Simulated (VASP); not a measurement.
# Ta (Pm-3m) in VASP: further runs

Runs on Ta. Level: BLYP. Tasks: single point, relaxation of cell and atoms.

Program: VASP 6.6.1. These are calculated values, not measurements. Logs are shortened: lines on timing, memory, paths and dates and some standing lists are left out, and cuts for length are marked.

## 1. The crystal as given

It takes space group Pm-3m (No. 221, cubic). Conventional cell: a = 2.778 Å, b = 2.778 Å, c = 2.778 Å, α = 90.00°, β = 90.00°, γ = 90.00°. Ta (site symmetry m-3m) is surrounded by 6 Ta at 2.78 Å.

This isn't the form of Ta at room conditions, which is bcc.

## 2. Single point, BLYP

The input, INCAR:

```
SYSTEM = Ta
  PREC = Accurate
  ENCUT = 520
  EDIFF = 1E-6
  ISMEAR = -1
  SIGMA = 0.1
  LREAL = .FALSE.
  LASPH = .TRUE.
  NELM = 100
  ALGO = Normal
  ISIF = 2
  LWAVE = .FALSE.
  LCHARG = .TRUE.
  GGA = B5
  ALDAX = 1.0
  AGGAX = 1.0
  AGGAC = 1.0
  ALDAC = 0.0
  LELF = .TRUE.
  LVHAR = .TRUE.
  NBANDS = 12
```

The input, KPOINTS:

```
Automatic mesh
0
G
  18 18 18
  0 0 0
```

The input, POSCAR:

```
Ta
1.0
    2.7782269006      0.0000000000      0.0000000000
    0.0000000000      2.7782269006      0.0000000000
    0.0000000000      0.0000000000      2.7782269006
Ta
1
Direct
    0.0000000000      0.0000000000      0.0000000000
```

Potentials or basis: VASP PAW PBE potentials, release 64 (Ta_pv).

The run is started by

```console
$ cat potpaw_PBE.64/Ta_pv/POTCAR > POTCAR
$ mpirun -np 1 vasp_std > vasp.out
```

OUTCAR:

```text
SYSTEM = Ta
   PREC = Accurate
   ENCUT = 520
   EDIFF = 1E-6
   ISMEAR = -1
   LREAL = .FALSE.
   LASPH = .TRUE.
   NELM = 100
   ISIF = 2
   GGA = B5

 ion  position               nearest neighbor table
   1  0.000  0.000  0.000-

  LATTYP: Found a simple cubic cell.
 ALAT       =     2.7782269006

  Lattice vectors:

 A1 = (   2.7782269006,   0.0000000000,   0.0000000000)
 A2 = (   0.0000000000,   2.7782269006,   0.0000000000)
 A3 = (   0.0000000000,   0.0000000000,   2.7782269006)

Analysis of symmetry for initial positions (statically):
=====================================================================
 Subroutine PRICEL returns:
 Original cell was already a primitive cell.

 Routine SETGRP: Setting up the symmetry group for a
 simple cubic supercell.

 Subroutine GETGRP returns: Found 48 space group operations
 (whereof 48 operations were pure point group operations)
 out of a pool of 48 trial point group operations.

The static configuration has the point symmetry O_h .

Analysis of symmetry for dynamics (positions and initial velocities):
=====================================================================
 Subroutine PRICEL returns:
 Original cell was already a primitive cell.

 Routine SETGRP: Setting up the symmetry group for a
 simple cubic supercell.

 Subroutine GETGRP returns: Found 48 space group operations
 (whereof 48 operations were pure point group operations)
 out of a pool of 48 trial point group operations.

The dynamic configuration has the point symmetry O_h .

 Subroutine INISYM returns: Found 48 space group operations
 (whereof 48 operations are pure point group operations),
 and found     1 'primitive' translations

----------------------------------------------------------------------------------------

                                     Primitive cell

  volume of cell :      21.4439

  direct lattice vectors                    reciprocal lattice vectors
     2.778226901  0.000000000  0.000000000     0.359941803  0.000000000  0.000000000
     0.000000000  2.778226901  0.000000000     0.000000000  0.359941803  0.000000000
     0.000000000  0.000000000  2.778226901     0.000000000  0.000000000  0.359941803

  length of vectors
     2.778226901  2.778226901  2.778226901     0.359941803  0.359941803  0.359941803

  position of ions in fractional coordinates (direct lattice)
     0.000000000  0.000000000  0.000000000

  ion indices of the primitive-cell ions
   primitive index   ion index
                 1           1

----------------------------------------------------------------------------------------

 KPOINTS: Automatic mesh

Automatic generation of k-mesh.
 Grid dimensions read from file:
 generate k-points for:   18   18   18

 Generating k-lattice:

  Cartesian coordinates                     Fractional coordinates (reciprocal lattice)
     0.019996767  0.000000000  0.000000000     0.055555556  0.000000000  0.000000000
     0.000000000  0.019996767  0.000000000     0.000000000  0.055555556  0.000000000
     0.000000000  0.000000000  0.019996767     0.000000000  0.000000000  0.055555556

  Length of vectors
     0.019996767  0.019996767  0.019996767

  Shift w.r.t. Gamma in fractional coordinates (k-lattice)
     0.000000000  0.000000000  0.000000000

 Subroutine IBZKPT returns following result:
 ===========================================

 Found    220 irreducible k-points:

 Following reciprocal coordinates:
            Coordinates               Weight
  0.000000  0.000000  0.000000      1.000000
  0.055556  0.000000  0.000000      6.000000
  0.111111  0.000000  0.000000      6.000000
  0.166667  0.000000  0.000000      6.000000
  0.222222  0.000000  0.000000      6.000000
  0.277778  0.000000  0.000000      6.000000
[... 16 lines left out ...]
  0.277778  0.111111  0.000000     24.000000
  0.333333  0.111111  0.000000     24.000000
 [... further k-points ...]
   k-points           NKPTS =    220   k-points in BZ     NKDIM =    220   number of bands    NBANDS=     12
   number of dos      NEDOS =    301   number of ions     NIONS =      1
   total plane-waves  NPLWV =  13824
   dimension x,y,z NGX =    24 NGY =   24 NGZ =   24
   dimension x,y,z NGXF=    48 NGYF=   48 NGZF=   48
   ions per type =               1
   NGX,Y,Z   is equivalent  to a cutoff of  14.36, 14.36, 14.36 a.u.
   NGXF,Y,Z  is equivalent  to a cutoff of  28.72, 28.72, 28.72 a.u.
 SYSTEM =  Ta
   PREC   = accura    normal or accurate (medium, high low for compatibility)
   ISTART =      0    job   : 0-new  1-cont  2-samecut
   ICHARG =      2    charge: 1-file 2-atom 10-const
   ISPIN  =      1    spin polarized calculation?
   LNONCOLLINEAR =      F non collinear calculations
   LSORBIT =      F    spin-orbit coupling
   LASPH  =      T    aspherical Exc in radial PAW
   ENCUT  =  520.0 eV  38.22 Ry    6.18 a.u.   5.17  5.17  5.17*2*pi/ulx,y,z
   NELM   =    100;   NELMIN=  2; NELMDL= -5     # of ELM steps
   EDIFF  = 0.1E-05   stopping-criterion for ELM
   LREAL  =      F    real-space projection
   EDIFFG = 0.1E-04   stopping-criterion for IOM
   NSW    =      0    number of steps for IOM
   IBRION =     -1    ionic relax: 0-MD 1-quasi-New 2-CG
   NFREE  =      0    steps in history (QN), initial steepest desc. (CG)
   ISIF   =      2    stress and relaxation
   ISYM   =      2    0-nonsym 1-usesym 2-fastsym
   POTIM  = 0.5000    time-step for ionic-motion
   TEBEG  =    0.0;   TEEND  =   0.0 temperature during run
   PSTRESS=    0.0 pullay stress
   NELECT =      11.0000    total number of electrons
   NUPDOWN=      -1.0000    fix difference up-down
   EMIN   =  10.00;   EMAX   =-10.00  energy-range for DOS
   EFERMI =   0.00;   METHOD = LEGACY
   ISMEAR =    -1;   SIGMA  =   0.10  broadening in eV -4-tet -1-fermi 0-gaus
   EFERMI_NEDOS =   21; number of points for ismear=-14 and -15
   IALGO  =     38    algorithm
   IMIX   =      4    mixing-type and parameters
     AMIX     =   0.40;   BMIX     =  1.00
     AMIX_MAG =   1.60;   BMIX_MAG =  1.00
  volume/ion in A,a.u.               =      21.44       144.71
  Fermi-wavevector in a.u.,A,eV,Ry     =   1.310503  2.476492 23.366891  1.717418
  Thomas-Fermi vector in A             =   2.441029
   LORBIT       =      0    0 simple, 1 ext, 2 COOP (PROOUT), +10 PAW based schemes
   GGA     = B5    functional components
   LHFCALC =     F    Hartree Fock is set to
   AEXX    =    0.0000 exact exchange contribution
   IVDW    =     0    specifies the selected vdW correction
   LEPSILON=     F    determine dielectric tensor
   LRPA    =     F    only Hartree local field effects (RPA)
 non-spin polarized calculation
  energy-cutoff  :      520.00
  volume of cell :       21.44
 maximum number of plane-waves:       597
 NGX is ok and might be reduce to    24
   NGX = 11   NGY = 11   NGZ = 11

 number of electron      11.0000002 magnetization

 Free energy of the ion-electron system (eV)
  ---------------------------------------------------
  ext. energy  EPLUGINS =         0.00000000
  ---------------------------------------------------
  free energy    TOTEN  =        -9.42421840 eV

  energy without entropy =       -9.38450379  energy(sigma->0) =       -9.40436110

 E-fermi :   4.7365     XC(G=0): -10.9889

 val. band max:        4.7363776892   @ k =   0.4444   0.0556   0.0000
 cond. band min:       4.7424037853   @ k =   0.3889   0.0556   0.0000
 fundamental gap:      0.0060260961
 Fermi energy:         4.7364680418

 k-point     1 :       0.0000    0.0000    0.0000
  band No.  band energies     occupation
      1     -28.6489      2.00000
      2     -28.6489      2.00000
      3     -28.6489      2.00000
      4      -2.2262      2.00000
      5       2.2008      2.00000
      6       2.2009      2.00000
      7      10.4569      0.00000
      8      10.4569      0.00000
      9      10.4569      0.00000
     10      18.4147      0.00000
     11      19.0005      0.00000
     12      19.0005      0.00000

 k-point     2 :       0.0556    0.0000    0.0000
  band No.  band energies     occupation
      1     -28.6836      2.00000
      2     -28.6460      2.00000
      3     -28.6460      2.00000
      4      -2.1357      2.00000
      5       2.2247      2.00000
      6       2.2915      2.00000
      7      10.2973      0.00000
      8      10.2973      0.00000
      9      10.4676      0.00000
     10      18.3757      0.00000
     11      18.5238      0.00000
     12      19.2079      0.00000

 k-point     3 :       0.1111    0.0000    0.0000
  band No.  band energies     occupation
      1     -28.7826      2.00000
      2     -28.6378      2.00000
      3     -28.6378      2.00000
      4      -1.8759      2.00000
      5       2.2944      2.00000
      6       2.5596      2.00000
      7       9.8741      0.00000
      8       9.8741      0.00000
      9      10.4986      0.00000
     10      17.3545      0.00000
     11      18.4276      0.00000
     12      19.7701      0.00000
[... 286 lines left out ...]
 k-point    23 :       0.2778    0.1111    0.0000
  band No.  band energies     occupation
      1     -29.2809      2.00000
      2     -28.7225      2.00000
      3     -28.5819      2.00000
      4      -0.1004      2.00000
      5       2.9794      2.00000
      6       4.2006      1.99063
      7       7.5531      0.00000
      8       8.1913      0.00000
      9      10.1599      0.00000
     10      14.8195      0.00000
     11      18.4220      0.00000
     12      20.1653      0.00000

 k-point    24 :       0.3333    0.1111    0.0000
  band No.  band energies     occupation
      1     -29.4498      2.00000
      2     -28.7058      2.00000
      3     -28.5662      2.00000
      4       0.4397      2.00000
      5       3.1397      2.00000
      6       4.4838      1.85203
      7       7.3572      0.00000
      8       7.7179      0.00000
      9      10.2302      0.00000
     10      14.2362      0.00000
     11      18.4227      0.00000
     12      20.3055      0.00000

 [... further k-points ...]

------------------------ aborting loop because EDIFF is reached ----------------------------------------

  FORCE on cell =-STRESS in cart. coord.  units (eV):
  Direction    XX          YY          ZZ          XY          YZ          ZX
  --------------------------------------------------------------------------------------
  -------------------------------------------------------------------------------------
  Total        0.1221611      0.1221611      0.1221611      0.0000000     -0.0000000      0.0000000
  in kB        9.1272604      9.1272604      9.1272604      0.0000000     -0.0000000      0.0000000
  external PRESSURE =       9.1272604 kB  Pullay stress =       0.0000000 kB

 VOLUME and BASIS-vectors are now :
 -----------------------------------------------------------------------------
  energy-cutoff  :      520.00
  volume of cell :       21.44
      direct lattice vectors                 reciprocal lattice vectors
     2.778226901  0.000000000  0.000000000     0.359941803  0.000000000  0.000000000
     0.000000000  2.778226901  0.000000000     0.000000000  0.359941803  0.000000000
     0.000000000  0.000000000  2.778226901     0.000000000  0.000000000  0.359941803

 POSITION                                       TOTAL-FORCE (eV/Angst)
 -----------------------------------------------------------------------------------
      0.00000      0.00000      0.00000         0.000000      0.000000      0.000000
 -----------------------------------------------------------------------------------
    total drift:                               -0.000000      0.000000     -0.000000

  FREE ENERGIE OF THE ION-ELECTRON SYSTEM (eV)
  ---------------------------------------------------
  free  energy   TOTEN  =        -9.4242184031 eV

  energy  without entropy=       -9.3845037932  energy(sigma->0) =       -9.40436110
```

Run time: 39 s. Hardware: 1 thread of AMD EPYC 7R13 (Zen 3), shared host; peak memory 0.14 GiB.

Results:

```yaml
Free_energy: -9.4242 eV
Pressure: 0.9 GPa
Band_gap_on_the_k_mesh: none (metal or under the smearing width)
```

Caveat: the PAW data sets were made with another functional, which shifts forces and pressure a little. Spin-orbit coupling is left out, which matters for the levels of Ta.

## 3. Single point, BLYP

This run uses another cell than the first one, of 20.59 Å³/atom, 0.960 times its volume.

INCAR, as its differences from that of step 2:

```diff
@@ -12,3 +12,3 @@
   LWAVE = .FALSE.
-  LCHARG = .TRUE.
+  LCHARG = .FALSE.
   GGA = B5
@@ -18,4 +18,2 @@
   ALDAC = 0.0
-  LELF = .TRUE.
-  LVHAR = .TRUE.
   NBANDS = 12
```

The input, KPOINTS:

```
regular mesh
0
G
  13 13 13
  0 0 0
```

The input, POSCAR:

```
Ta
1.0
    2.7406786910      0.0000000000      0.0000000000
    0.0000000000      2.7406786910      0.0000000000
    0.0000000000      0.0000000000      2.7406786910
Ta
1
Direct
    0.0000000000      0.0000000000      0.0000000000
```

Potentials or basis: VASP PAW PBE potentials, release 64 (Ta_pv).

The run is started by

```console
$ cat potpaw_PBE.64/Ta_pv/POTCAR > POTCAR
$ mpirun -np 1 vasp_std > vasp.out
```

Wall time 23 s (1 thread of AMD EPYC 7R13 (Zen 3), shared host); peak memory 0.1 GiB.

The run converged. Its results:

```
Free energy            : -9.4060 eV
Pressure               : 6.5 GPa
Band gap on the k mesh : none (metal or under the smearing width)
```

Levels at points of the mesh, in eV from the Fermi level:
| k point | band 3 | band 4 | band 5 | band 6 | band 7 | band 8 | band 9 | band 10 |
| --- | --- | --- | --- | --- | --- | --- | --- | --- |
| (0.00, 0.00, 0.00) | -33.28 | -7.12 | -2.69 | -2.69 | 6.00 | 6.00 | 6.00 | 13.77 |

Caveat: the PAW data sets were made with another functional, which shifts forces and pressure a little.

## 4. Single point, BLYP

The input, INCAR:

```
SYSTEM = Ta
PREC     = Accurate       ! precision mode
ENCUT    = 520            ! plane-wave cutoff, eV
EDIFF    = 1E-6           ! SCF threshold, eV
ISMEAR   = -1             ! smearing method
SIGMA    = 0.1            ! smearing width, eV
LREAL    = .False.        ! projectors in reciprocal space
LASPH    = .True.         ! aspherical terms in the spheres
NELM     = 80             ! most SCF steps
ALGO     = Normal         ! electronic algorithm
ISIF     = 2              ! what is computed and relaxed
LWAVE    = .False.        ! write WAVECAR
LCHARG   = .False.        ! write CHGCAR
GGA      = B5             ! functional
ALDAX    = 1.0          
AGGAX    = 1.0          
AGGAC    = 1.0          
ALDAC    = 0.0          
NBANDS   = 12             ! bands
```

The input, KPOINTS:

```
regular mesh
0
Gamma
  12 12 12
  0 0 0
```

The input, POSCAR:

```
Ta
1.0
    2.7782269006      0.0000000000      0.0000000000
    0.0000000000      2.7782269006      0.0000000000
    0.0000000000      0.0000000000      2.7782269006
Ta
1
Direct
    0.0000000000      0.0000000000      0.0000000000
```

Potentials or basis: VASP PAW PBE potentials, release 64 (Ta_pv).

The run is started by

```console
$ cat potpaw_PBE.64/Ta_pv/POTCAR > POTCAR
$ mpirun -np 1 vasp_std > vasp.out
```

OUTCAR:

```text
SYSTEM = Ta
   PREC = Accurate
   ENCUT = 520
   EDIFF = 1E-6
   ISMEAR = -1
   LREAL = .False.
   LASPH = .True.
   NELM = 80
   ISIF = 2
   GGA = B5

 ion  position               nearest neighbor table
   1  0.000  0.000  0.000-

  LATTYP: Found a simple cubic cell.
 ALAT       =     2.7782269006

  Lattice vectors:

 A1 = (   2.7782269006,   0.0000000000,   0.0000000000)
 A2 = (   0.0000000000,   2.7782269006,   0.0000000000)
 A3 = (   0.0000000000,   0.0000000000,   2.7782269006)

[... 537 lines left out ...]
     11      17.9811      0.00000
     12      18.5128      0.00000

 [... further k-points ...]

------------------------ aborting loop because EDIFF is reached ----------------------------------------

  FORCE on cell =-STRESS in cart. coord.  units (eV):
  Direction    XX          YY          ZZ          XY          YZ          ZX
  --------------------------------------------------------------------------------------
  -------------------------------------------------------------------------------------
  Total        0.0837398      0.0837398      0.0837398     -0.0000000      0.0000000     -0.0000000
  in kB        6.2566136      6.2566136      6.2566136     -0.0000000      0.0000000     -0.0000000
  external PRESSURE =       6.2566136 kB  Pullay stress =       0.0000000 kB

 VOLUME and BASIS-vectors are now :
 -----------------------------------------------------------------------------
  energy-cutoff  :      520.00
  volume of cell :       21.44
      direct lattice vectors                 reciprocal lattice vectors
     2.778226901  0.000000000  0.000000000     0.359941803  0.000000000  0.000000000
     0.000000000  2.778226901  0.000000000     0.000000000  0.359941803  0.000000000
     0.000000000  0.000000000  2.778226901     0.000000000  0.000000000  0.359941803

 POSITION                                       TOTAL-FORCE (eV/Angst)
 -----------------------------------------------------------------------------------
      0.00000      0.00000      0.00000         0.000000      0.000000      0.000000
 -----------------------------------------------------------------------------------
    total drift:                               -0.000000      0.000000     -0.000000

  FREE ENERGIE OF THE ION-ELECTRON SYSTEM (eV)
  ---------------------------------------------------
  free  energy   TOTEN  =        -9.4405473916 eV

  energy  without entropy=       -9.4125063983  energy(sigma->0) =       -9.42652689
```

OSZICAR:

```text
N       E                     dE             d eps       ncg     rms          rms(c)
DAV:   1     0.651441167694E+02    0.65144E+02   -0.60329E+03  2016   0.851E+02
DAV:   2    -0.853078913690E+01   -0.73675E+02   -0.71395E+02  2248   0.241E+02
DAV:   3    -0.975799600479E+01   -0.12272E+01   -0.12128E+01  2436   0.293E+01
DAV:   4    -0.976255500117E+01   -0.45590E-02   -0.45583E-02  2236   0.199E+00
DAV:   5    -0.976257438970E+01   -0.19389E-04   -0.19388E-04  2436   0.126E-01    0.108E+01
DAV:   6    -0.949520488933E+01    0.26737E+00   -0.28876E-01  2428   0.506E+00    0.520E+00
DAV:   7    -0.944024695317E+01    0.54958E-01   -0.21839E-01  2340   0.405E+00    0.495E-01
DAV:   8    -0.944071048789E+01   -0.46353E-03   -0.87677E-03  2208   0.791E-01    0.107E-01
DAV:   9    -0.944055477039E+01    0.15572E-03   -0.34420E-04  2328   0.183E-01    0.256E-02
DAV:  10    -0.944054762159E+01    0.71488E-05   -0.17986E-05  2276   0.419E-02    0.535E-03
DAV:  11    -0.944054739160E+01    0.22999E-06   -0.55123E-07  1476   0.715E-03
   1 F= -.94405474E+01 E0= -.94265269E+01  d E =-.280410E-01
```

Run time: 20 s. Hardware: 1 thread of AMD EPYC 7R13 (Zen 3), shared host; peak memory 0.11 GiB.

Results:

| Property | Result |
| --- | --- |
| Free energy | -9.4405 eV |
| Pressure | 0.6 GPa |
| Band gap on the k mesh | none (metal or under the smearing width) |

Caveat: the PAW data sets were made with another functional, which shifts forces and pressure a little.

[end of part 1 of 2]
